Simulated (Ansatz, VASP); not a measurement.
## TiSi2 in VASP and in Ansatz

The input INCAR:

```
SYSTEM = TiSi2
ALGO     = Normal         ! electronic algorithm
EDIFF    = 1E-6           ! SCF threshold, eV
ENCUT    = 520            ! plane-wave cutoff, eV
GGA      = PE             ! functional
ISIF     = 2              ! what is computed and relaxed
ISMEAR   = 0              ! smearing method
ISPIN    = 2              ! spin polarisation
LASPH    = .True.         ! aspherical terms in the spheres
LCHARG   = .True.         ! write CHGCAR
LELF     = .True.         ! ELF
LMAXMIX  = 4              ! l up to which the mixer works
LORBIT   = 11             ! projections on sites
LREAL    = .False.        ! projectors in reciprocal space
LVHAR    = .True.       
LWAVE    = .False.        ! write WAVECAR
MAGMOM   = 1 0 0          ! initial moments
NBANDS   = 21             ! bands
NELM     = 150            ! most SCF steps
PREC     = Accurate       ! precision mode
SIGMA    = 0.1            ! smearing width, eV
```

Contents of KPOINTS:

```
k-points
0
Gamma
  6 4 4
  0 0 0
```

File POSCAR:

```
TiSi2
1.0
    2.6693098886      0.0000000000      0.0000000000
    0.0000000000      3.7688003390      0.0000000000
    0.0000000000      0.0000000000      5.1077083867
Ti Si
1 2
Direct
    0.5000000000      0.0000000000      0.5000000000
    0.0000000000      0.5000000000      0.7627406419
    0.0000000000      0.5000000000      0.2372593581
```

Input for Ansatz:

```yaml
crystal:
  lattice:
    - [2.6693098886, 0.0, 0.0]
    - [0.0, 3.768800339, 0.0]
    - [0.0, 0.0, 5.1077083867]
  atoms:
    - { symbol: Ti, position: [0.5, 0.0, 0.5], spin: 1.0 }
    - { symbol: Si, position: [0.0, 0.5, 0.7627406419] }
    - { symbol: Si, position: [0.0, 0.5, 0.2372593581] }
basis:
  ecutwfc: 420
kpoints:
  mp_grid: { grid: [6, 4, 4] }
hamiltonian:
  xc: pbe
scf:
  occupations: { method: gaussian, width: 0.1 }
  lower_state_search: "off"
output:
  forces: true
  stress: true
  eigenvalues: true
  populations: true
magnetization:
  spin_polarized: true
```

Alike in both runs: task single point; functional PBE; k mesh 6 × 4 × 4; occupations gaussian, width 0.1 eV; collinear spin.

|  | VASP | Ansatz |
| --- | --- | --- |
| version | VASP 6.6.1 | Ansatz 0.2.0 |
| potentials or method | VASP PAW PBE potentials, release 64 (Ti_sv, Si) | scalar-relativistic, plane waves, PAW |
| plane-wave cutoff (eV) | 520 | 420 |
| valence electrons in the cell | 20 | 20 |

```csv
,VASP,Ansatz,Ansatz less VASP
gap on the k mesh at the Fermi level (eV),none,none,-
pressure (GPa),0.2,0.3,+0.08
largest component of the traceless stress (GPa),0.28,0.28,+0.001
rms of the force components (eV/Å),0.077,0.076,-0.0013
net moment per atom (μB),0.00,0.00,0.000
```

Atom by atom the forces differ by 0.001 eV/Å (rms over components). A gap of «none» marks a metal or a gap that the smearing closes. With one functional, cell and mesh, what is left measures potentials, basis and numerics. Ansatz warned: «seeded_moment_not_kept».

Caveats: the k mesh is coarse (spacing up to 0.42 Å⁻¹), so the values aren't converged.
